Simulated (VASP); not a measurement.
# SnTe (Pm-3m) in VASP: a series of runs, part 2 of 2

VASP 6.6.1.

### 3 Single point, HSE06

Input file POSCAR:

```
SnTe
1.0
    3.8918236295      0.0000000000      0.0000000000
    0.0000000000      3.8918236295      0.0000000000
    0.0000000000      0.0000000000      3.8918236295
Sn Te
1 1
Direct
    0.0000000000      0.0000000000      0.0000000000
    0.5000000000      0.5000000000      0.5000000000
```

Input file INCAR.step1:

```
PREC = Accurate
ENCUT = 520
EDIFF = 1E-5
ISMEAR = -1
SIGMA = 0.02
LREAL = F
LASPH = T
NELM = 100
ALGO = Normal
ISIF = 2
LWAVE = T
LCHARG = F
GGA = PE
NBANDS = 17
```

Input file INCAR.step2:

```
PREC = Accurate
ENCUT = 520
EDIFF = 1E-6
ISMEAR = -1
SIGMA = 0.02
LREAL = F
LASPH = T
NELM = 100
ALGO = Normal
ISIF = 2
LWAVE = F
LCHARG = F
GGA = PE
LHFCALC = T
HFSCREEN = 0.2079
PRECFOCK = Normal
ISTART = 1
NBANDS = 17
```

Input file KPOINTS:

```
regular mesh
0
Gamma
  4 4 4
```

Potentials or basis: VASP PAW PBE potentials, release 64 (Sn_d, Te).

The run is started by

```sh
cat potpaw_PBE.64/Sn_d/POTCAR potpaw_PBE.64/Te/POTCAR > POTCAR
cp INCAR.step1 INCAR
mpirun -np 1 vasp_std > vasp.out
cp INCAR.step2 INCAR
mpirun -np 1 vasp_std > vasp.out
```

OUTCAR:

```text
PREC = Accurate
   ENCUT = 520
   EDIFF = 1E-6
   ISMEAR = -1
   LREAL = F
   LASPH = T
   NELM = 100
   ISIF = 2
   GGA = PE
   LHFCALC = T
   HFSCREEN = 0.2079
   PRECFOCK = Normal
   ISTART = 1

 ion  position               nearest neighbor table
   1  0.000  0.000  0.000-   2 3.37   2 3.37   2 3.37   2 3.37   2 3.37   2 3.37   2 3.37   2 3.37

   2  0.500  0.500  0.500-   1 3.37   1 3.37   1 3.37   1 3.37   1 3.37   1 3.37   1 3.37   1 3.37

  LATTYP: Found a simple cubic cell.
 ALAT       =     3.8918236295

  Lattice vectors:

 A1 = (   3.8918236295,   0.0000000000,   0.0000000000)
 A2 = (   0.0000000000,   3.8918236295,   0.0000000000)
 A3 = (   0.0000000000,   0.0000000000,   3.8918236295)

Analysis of symmetry for initial positions (statically):
=====================================================================
 Subroutine PRICEL returns:
 Original cell was already a primitive cell.

 Routine SETGRP: Setting up the symmetry group for a
 simple cubic supercell.

 Subroutine GETGRP returns: Found 48 space group operations
 (whereof 48 operations were pure point group operations)
 out of a pool of 48 trial point group operations.

The static configuration has the point symmetry O_h .

Analysis of symmetry for dynamics (positions and initial velocities):
=====================================================================
 Subroutine PRICEL returns:
 Original cell was already a primitive cell.

 Routine SETGRP: Setting up the symmetry group for a
 simple cubic supercell.

 Subroutine GETGRP returns: Found 48 space group operations
[... 107 lines left out ...]
     AMIX     =   0.40;   BMIX     =  1.00
     AMIX_MAG =   1.60;   BMIX_MAG =  1.00
  volume/ion in A,a.u.               =      29.47       198.90
  Fermi-wavevector in a.u.,A,eV,Ry     =   1.141822  2.157730 17.738692  1.303757
  Thomas-Fermi vector in A             =   2.278521
   LORBIT       =      0    0 simple, 1 ext, 2 COOP (PROOUT), +10 PAW based schemes
   GGA     = PE    functional components
   LHFCALC =     T    Hartree Fock is set to
   PRECFOCK=normal    Normal, Fast or Accurate (Low or Medium for compatibility)
   ENCUT4O =  -1.0   cutoff for four orbital integrals eV
   NKREDX  =     1    reduce k-point grid by
   NKREDY  =     1    reduce k-point grid by
   NKREDZ  =     1    reduce k-point grid by
   AEXX    =    0.2500 exact exchange contribution
   HFSCREEN=    0.2079 screening length (either q_TF or 0.3 A-1)
   HFSCREENC=   0.2079 screening length for correlation (either q_TF or 0.3 A-1)
   ENCUTFOCK=  -1.0 apply spherical cutoff to Coloumb kernel
   IVDW    =     0    specifies the selected vdW correction
   LEPSILON=     F    determine dielectric tensor
   LRPA    =     F    only Hartree local field effects (RPA)
 non-spin polarized calculation
  energy-cutoff  :      520.00
  volume of cell :       58.95
 maximum number of plane-waves:      1622
 NGX is ok and might be reduce to    30
  NGX = 24; NGY = 24; NGZ = 24

 number of electron      19.9999983 magnetization

 Free energy of the ion-electron system (eV)
  ---------------------------------------------------
  ext. energy  EPLUGINS =         0.00000000
  ---------------------------------------------------
  free energy    TOTEN  =        -8.27695030 eV

  energy without entropy =       -8.27064849  energy(sigma->0) =       -8.27379939

 E-fermi :   7.0041     XC(G=0):  -8.2322

 val. band max:        6.9482825978   @ k =   0.5000   0.2500   0.0000
 cond. band min:       7.0202881434   @ k =   0.5000   0.2500   0.2500
 fundamental gap:      0.0720055455
 Fermi energy:         7.0040680101

 k-point     1 :       0.0000    0.0000    0.0000
  band No.  band energies     occupation
      1     -17.1007      2.00000
      2     -17.1007      2.00000
      3     -17.0630      2.00000
      4     -17.0630      2.00000
      5     -17.0630      2.00000
      6      -6.6861      2.00000
[... 177 lines left out ...]
      4     -17.0480      2.00000
      5     -17.0480      2.00000
      6      -3.7346      2.00000
[... 9 lines left out ...]
     16      22.1860      0.00000
     17      23.4049      0.00000

------------------------ aborting loop because EDIFF is reached ----------------------------------------

  FORCE on cell =-STRESS in cart. coord.  units (eV):
  Direction    XX          YY          ZZ          XY          YZ          ZX
  --------------------------------------------------------------------------------------
  -------------------------------------------------------------------------------------
  Total       -0.1667950     -0.1667950     -0.1667950      0.0000000      0.0000000      0.0000000
  in kB       -4.5335049     -4.5335049     -4.5335049      0.0000000      0.0000000      0.0000000
  external PRESSURE =      -4.5335049 kB  Pullay stress =       0.0000000 kB

 VOLUME and BASIS-vectors are now :
 -----------------------------------------------------------------------------
  energy-cutoff  :      520.00
  volume of cell :       58.95
      direct lattice vectors                 reciprocal lattice vectors
     3.891823630  0.000000000  0.000000000     0.256948951  0.000000000  0.000000000
     0.000000000  3.891823630  0.000000000     0.000000000  0.256948951  0.000000000
     0.000000000  0.000000000  3.891823630     0.000000000  0.000000000  0.256948951

 POSITION                                       TOTAL-FORCE (eV/Angst)
 -----------------------------------------------------------------------------------
      0.00000      0.00000      0.00000         0.000000      0.000000      0.000000
      1.94591      1.94591      1.94591         0.000000      0.000000      0.000000
 -----------------------------------------------------------------------------------
    total drift:                                0.000001      0.000001      0.000001

  FREE ENERGIE OF THE ION-ELECTRON SYSTEM (eV)
  ---------------------------------------------------
  free  energy   TOTEN  =        -8.2769503020 eV

  energy  without entropy=       -8.2706484862  energy(sigma->0) =       -8.27379939
```

OSZICAR.step1:

```text
N       E                     dE             d eps       ncg     rms          rms(c)
DAV:   1     0.126394565350E+03    0.12639E+03   -0.96064E+03   340   0.141E+03
DAV:   2     0.440624498318E+01   -0.12199E+03   -0.11901E+03   356   0.332E+02
DAV:   3    -0.669953080491E+01   -0.11106E+02   -0.10898E+02   413   0.887E+01
DAV:   4    -0.700538005525E+01   -0.30585E+00   -0.30566E+00   413   0.152E+01
DAV:   5    -0.701720890027E+01   -0.11829E-01   -0.11828E-01   481   0.295E+00    0.409E+00
DAV:   6    -0.691886226398E+01    0.98347E-01   -0.32310E-01   442   0.351E+00    0.265E+00
DAV:   7    -0.690670166539E+01    0.12161E-01   -0.36203E-02   385   0.115E+00    0.155E+00
DAV:   8    -0.690780022772E+01   -0.10986E-02   -0.94360E-03   409   0.453E-01    0.387E-01
DAV:   9    -0.690664594135E+01    0.11543E-02   -0.29805E-03   443   0.285E-01    0.210E-01
DAV:  10    -0.690881236396E+01   -0.21664E-02   -0.38939E-03   450   0.370E-01    0.313E-01
DAV:  11    -0.690670847756E+01    0.21039E-02   -0.41261E-03   456   0.340E-01    0.700E-02
DAV:  12    -0.690659039376E+01    0.11808E-03   -0.19691E-04   379   0.834E-02    0.468E-02
DAV:  13    -0.690658113646E+01    0.92573E-05   -0.12418E-05   259   0.170E-02
   1 F= -.69065811E+01 E0= -.69023231E+01  d E =-.851613E-02
```

Run time: 11 min. Hardware: 1 thread of AMD EPYC 9R14 (Zen 4), shared host; peak memory 0.25 GiB.

What came out:

```
Free energy            : -8.2770 eV
Pressure               : -0.5 GPa
Band gap on the k mesh : none (metal or under the smearing width)
```

Caveat: the k mesh is coarse (spacing up to 0.40 Å⁻¹), so the values aren't converged, least of all with exact exchange; the PAW data sets were made with another functional, which shifts forces and pressure a little. The run has no spin-orbit coupling, so splittings on Te are missing.

### 4 Single point, r2SCAN

POSCAR is that of step 3.

Input file INCAR.step1:

```
  ALGO = Normal
  EDIFF = 1E-4
  ENCUT = 520
  GGA = PE
  ISMEAR = -1
  LASPH = True
  LCHARG = False
  LREAL = False
  LWAVE = True
  NBANDS = 17
  NELM = 80
  PREC = Accurate
  SIGMA = 0.02
```

Input file INCAR.step2:

```
  ALGO = Normal
  EDIFF = 1E-6
  ENCUT = 520
  ISIF = 2
  ISMEAR = -1
  ISTART = 1
  LASPH = True
  LCHARG = False
  LMIXTAU = True
  LREAL = False
  LWAVE = False
  METAGGA = R2SCAN
  NBANDS = 17
  NELM = 80
  PREC = Accurate
  SIGMA = 0.02
```

Input file KPOINTS:

```
k-points
0
Gamma
  4 4 4
```

The run is started by

```sh
cat potpaw_PBE.64/Sn_d/POTCAR potpaw_PBE.64/Te/POTCAR > POTCAR
cp INCAR.step1 INCAR
mpirun -np 1 vasp_std > vasp.out
cp INCAR.step2 INCAR
mpirun -np 1 vasp_std > vasp.out
```

Wall time 32 s (1 thread of AMD EPYC 9R14 (Zen 4), shared host); peak memory 0.14 GiB.

It converged, with:

```
Free energy            : -49.8959 eV
Pressure               : 0.1 GPa
Band gap on the k mesh : none (metal or under the smearing width)
```

Levels at points of the mesh, in eV from the Fermi level:
| k point | band 8 | band 9 | band 10 | band 11 | band 12 | band 13 |
| --- | --- | --- | --- | --- | --- | --- |
| (0.00, 0.00, 0.00) | -1.87 | -1.87 | -1.87 | 4.09 | 4.09 | 5.75 |
| (0.50, 0.00, 0.00) | -0.29 | -0.29 | 0.18 | 0.52 | 2.28 | 2.28 |
| (0.50, 0.50, 0.00) | -4.97 | -4.97 | 0.29 | 3.54 | 4.18 | 4.18 |
| (0.50, 0.50, 0.50) | -2.97 | -2.97 | -2.97 | -1.25 | -1.25 | -1.25 |

Caveat: the k mesh is coarse (spacing up to 0.40 Å⁻¹), so the values aren't converged; the PAW data sets were made with another functional, which shifts forces and pressure a little.
